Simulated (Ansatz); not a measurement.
# How far is this BeSe4 from the hull?

Level of theory: Ansatz, DFT PBE, scalar-relativistic, plane waves, PAW. All cells share a 420 eV cutoff and Γ-centred k meshes spaced at most about 0.3 Å⁻¹ (about 0.25 or finer for metals, 2π included). No spin polarisation.

Energies over the elements count from the elements' standard structures at the same level, with no fitted energy shifts.

These are static total energies at zero pressure. The reference form of Se is held partly by dispersion forces, which this level lacks.

The competitors are the elements and 1 reference phase of this chemical system (from databases or known types: BeSe), relaxed at the same level; other known phases may be missing.

The candidate was reached from: Co4H type (P-3m1).

```
Be Se
1.0
     3.58887    0.00000    0.00000
    -1.79444    3.10805    0.00000
     0.00000    0.00000    8.63490
Be Se
1 4
Direct
  0.00000 0.00000 0.00000
  0.33333 0.66667 0.85321
  0.33333 0.66667 0.39678
  0.66667 0.33333 0.14678
  0.66667 0.33333 0.60322
```

Problem. Is it stable, and against what?

Solution. Not stable. Its formation energy is 0.113 eV/atom. The lowest competing mixture at this composition is this:

| phase | space group | source | share of atoms | ΔE_f (eV/atom) |
| --- | --- | --- | --- | --- |
| Se | - | element | 0.6000 | 0.000 |
| BeSe | F-43m (No. 216) | COD | 0.4000 | -0.797 |

The mixture lies at -0.319 eV/atom, and the candidate lies 0.43 eV/atom above it. The candidate matches no cell in the subsets of the Crystallography Open Database and the Materials Project at hand. A phase this far over the hull is unlikely to be made.
